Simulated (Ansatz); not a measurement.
Base system: InN in the wurtzite structure (space group P6_3mc, No. 186; a = 3.5805 Å, c = 5.7878 Å).

The change: cell and atoms relaxed at a pressure of 30 GPa.

Levels (all Ansatz, a program for electronic structure, PAW): PBE (420 eV, no SOC); r2SCAN (500 eV, without spin-orbit coupling).

The geometry is relaxed with PBE.

| Property | Value |
|---|---|
| PBE band gap | 0.19 eV |
| PBE pressure | 30.00 GPa |

### Question
Predict the electron mass, band gap and pressure from r2SCAN.

### Answer
The electron mass comes out as 0.060 mₑ (at Γ); the band gap goes up by 0.285 eV to 0.48 eV; the pressure falls by 3.72 GPa, from 30.00 GPa to 26.28 GPa.

Single points use the geometry relaxed with PBE. Their cutoffs differ, which shifts pressures a little. Load acts through the strain it causes; cell and atoms are relaxed under it. Effective masses come from finite differences of ±0.01 Å⁻¹. Whether these cells are dynamically stable was not tested. Tetrahedral semiconductors of this kind turn to denser phases somewhere between about 1 and 50 GPa; those were not computed, so compressed cells here can lie past the real transition. All final runs are without spin polarisation. The zero or small gap of InN can change with the level of theory.
